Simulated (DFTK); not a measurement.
# Ge (Fd-3m) in DFTK: further runs

The runs below take Ge through single point, with HSE06, PBE0.

All numbers are computed with DFTK 0.8.2; they aren't measurements. Logs are shortened: lines on timing, memory, paths and dates and some standing lists are left out, and cuts for length are marked.

**1. The crystal as given**

Symmetry: Fd-3m, No. 227, cubic system. The conventional cell has a = 5.658 Å, b = 5.658 Å, c = 5.658 Å, α = 90.00°, β = 90.00°, γ = 90.00°. Ge (site symmetry -43m) has 4 Ge at 2.45 Å as nearest neighbours.

**2. Single point, HSE06**

File run.jl:

```julia
using DFTK
using PseudoPotentialData
using Unitful, UnitfulAtomic
using LinearAlgebra, Printf
include("save.jl")
disable_threading()

# lattice vectors are the columns
lattice = austrip(1u"Å") * [           0.0        2.82891        2.82891;
                  2.82891            0.0        2.82891;
                  2.82891        2.82891            0.0]
symbols   = [:Ge, :Ge]
positions = [[0.75, 0.75, 0.75],
             [0.5, 0.5, 0.5]]
pseudopotentials = PseudoFamily("cp2k.nc.sr.pbe.v0_1.largecore.gth")
elements = Dict(s => ElementPsp(s, pseudopotentials) for s in unique(symbols))
atoms    = [elements[s] for s in symbols]

build_model(lattice, positions; symmetries=false) =
    model_DFT(lattice, atoms, positions;
              functionals=HSE(),
              temperature=austrip(0.05u"eV"),
              smearing=Smearing.FermiDirac(),
              symmetries)
Ecut  = 22.0  # hartree
kgrid = [3, 3, 3]
tol   = 1e-5
to_GPa = ustrip(uconvert(u"GPa", 1u"hartree/bohr^3"))

model = build_model(lattice, positions)
basis = PlaneWaveBasis(model; Ecut, kgrid, use_symmetries_for_kpoint_reduction=false)
display(basis)
# start from PBE orbitals
model_pbe  = model_DFT(model.lattice, atoms, model.positions; functionals=PBE(), model.temperature, model.smearing, symmetries=false)
basis_pbe  = PlaneWaveBasis(model_pbe; Ecut, kgrid, basis.fft_size, use_symmetries_for_kpoint_reduction=false)
scfres_pbe = self_consistent_field(basis_pbe; tol=1e-4, nbandsalg=AdaptiveBands(model_pbe; n_bands_converge=9))
scfres = self_consistent_field(basis;
                               tol,
                               nbandsalg=AdaptiveBands(model; n_bands_converge=9),
                               scfres_pbe.ρ,
                               scfres_pbe.ψ,
                               scfres_pbe.occupation,
                               scfres_pbe.eigenvalues,
                               solver=ScfDampingSolver(),
                               exxalg=AceExx(; sketch_with_extra_orbitals=true))
display(scfres.energies)
@printf "Fermi level: %.6f eV\n" ustrip(auconvert(u"eV", something(scfres.εF, NaN)))
forces = compute_forces_cart(scfres)
println("Forces (eV/Å)")
for (s, f) in zip(symbols, forces)
    @printf "%-3s %12.6f %12.6f %12.6f\n" s ustrip.(auconvert.(u"eV/Å", f))...
end
println("Levels at the first k-point (eV): ", round.(ustrip.(auconvert.(u"eV", scfres.eigenvalues[1][1:scfres.n_bands_converge])); digits=4))
save_scf!(scfres; forces)
```

Potentials or basis: cp2k.nc.sr.pbe.v0_1.largecore.gth (PBE, GTH).

Run with:

```sh
$ julia --threads=1 run.jl  # save.jl only writes the numbers to a file and isn't shown; printed stress counts tension as positive; times include loading and compiling
```

The program printed:

```text
PlaneWaveBasis discretization:

    Ecut                 : 22.0 Ha
    fft_size             : (36, 36, 36), 46656 total points
    kgrid                : MonkhorstPack([3, 3, 3])
    num.   red. kpoints  : 27
    num. irred. kpoints  : 27

    Discretized Model(hyb_gga_xc_hse06, 3D):
        lattice (in Bohr)    : [0         , 5.34587   , 5.34587   ]
                               [5.34587   , 0         , 5.34587   ]
                               [5.34587   , 5.34587   , 0         ]
        unit cell volume     : 305.55 Bohr³

        atoms                : Ge₂
        pseudopot. family    : PseudoFamily("cp2k.nc.sr.pbe.v0_1.largecore.gth")

        num. electrons       : 8
        spin polarization    : none
        temperature          : 0.0018375 Ha
        smearing             : DFTK.Smearing.FermiDirac()

        terms                : Kinetic()
                               AtomicLocal()
                               AtomicNonlocal()
                               Ewald(nothing)
                               PspCorrection()
                               Hartree()
                               Xc(hyb_gga_xc_hse06)
                               ExactExchange(0.25, ShortRangeCoulomb{Float64}(0.11))
                               Entropy()
n     Energy            log10(ΔE)   log10(Δρ)   Diag   Δtime
---   ---------------   ---------   ---------   ----   ------
  1   -7.834062703227                   -0.70    4.7    1.90s
  2   -7.835442094812       -2.86       -1.18    1.0    826ms
  3   -7.835624469111       -3.74       -2.01    2.1    1.58s
  4   -7.835649725930       -4.60       -2.94    1.2    626ms
  5   -7.835652410911       -5.57       -3.42    2.8    1.60s
  6   -7.835652484261       -7.13       -3.97    2.1    686ms
  7   -7.835652492861       -8.07       -4.74    2.7    1.55s
n     Energy            log10(ΔE)   log10(Δρ)   Diag   Δtime
---   ---------------   ---------   ---------   ----   ------
  1   -7.831187783409                   -2.11    1.0    98.6s
  2   -7.831217188269       -4.53       -2.39    1.0     108s
  3   -7.831220601316       -5.47       -2.74    7.0     107s
  4   -7.831220725971       -6.90       -3.17    5.3     107s
  5   -7.831220751637       -7.59       -3.62    5.7     107s
  6   -7.831220755670       -8.39       -4.08    5.7     106s
  7   -7.831220756278       -9.22       -4.53    5.7     105s
  8   -7.831220756379      -10.00       -4.99    5.7     105s
  9   -7.831220756399      -10.70       -5.44    5.9     107s
Energy breakdown (in Ha):
    Kinetic             3.1068735
    AtomicLocal         -2.3340838
    AtomicNonlocal      0.8302675
    Ewald               -8.0612554
    PspCorrection       0.3837632
    Hartree             0.6045070
    Xc                  -1.9619359
    ExactExchange       -0.3993563
    Entropy             -0.0000005

    total               -7.831220756399
Fermi level: 4.790361 eV
Forces (eV/Å)
Ge     -0.000000    -0.000000     0.000000
Ge      0.000000     0.000000    -0.000000
Levels at the first k-point (eV): [-9.6424, 4.2967, 4.2967, 4.2967, 5.238, 7.5847, 7.5847, 7.5847, 11.5425]
```

Wall time 17 min (1 thread of Intel Xeon 6975P-C (Granite Rapids), shared host); peak memory 1.9 GiB.

Results:

| Quantity | Value |
| --- | --- |
| Free energy | -213.0984 eV |
| Band gap on the k mesh | 0.94 eV, direct |

Caveat: the k mesh is coarse (spacing up to 0.64 Å⁻¹), so the values aren't converged, least of all with exact exchange; GTH potentials come without recommended cutoffs, and this one wasn't checked for convergence; this program's HSE differs a little from the usual definition; the potentials were made for another functional, which shifts forces and pressure; an odd mesh through Γ misses points on the zone boundary, where band edges often lie.

**3. Single point, PBE0**

run.jl, as its differences from that of step 2:

```diff
@@ -20,3 +20,3 @@
     model_DFT(lattice, atoms, positions;
-              functionals=HSE(),
+              functionals=PBE0(),
               temperature=austrip(0.05u"eV"),
```

Potentials or basis: cp2k.nc.sr.pbe.v0_1.largecore.gth (PBE, GTH).

Run with:

```sh
$ julia --threads=1 run.jl  # save.jl only writes the numbers to a file and isn't shown; printed stress counts tension as positive; times include loading and compiling
```

Run time: 14 min. Hardware: 1 thread of Intel Xeon 6975P-C (Granite Rapids), shared host; peak memory 1.9 GiB.

It converged, with:

```
Free energy            : -213.2222 eV
Band gap on the k mesh : 1.74 eV, direct
```

Levels at points of the mesh, in eV from the valence-band top:
```csv
k point,band 2,band 3,band 4,band 5,band 6,band 7
"(0.00, 0.00, 0.00)",0.00,0.00,0.00,1.74,4.06,4.06
```

Caveat: the k mesh is coarse (spacing up to 0.64 Å⁻¹), so the values aren't converged, least of all with exact exchange; GTH potentials come without recommended cutoffs, and this one wasn't checked for convergence; the potentials were made for another functional, which shifts forces and pressure; an odd mesh through Γ misses points on the zone boundary, where band edges often lie.

**4. The reference run**

An earlier run on the cell as given: functional PBEsol; potentials or basis dojo.nc.sr.pbesol.v0_4_1.standard.upf (PBEsol); cutoff 1061 eV; k mesh 8 × 8 × 8; occupations fermi-dirac, width 0.05 eV; no spin polarisation.

* Pressure: 0.6 GPa
* Band gap on the k mesh: none (metal or under the smearing width)
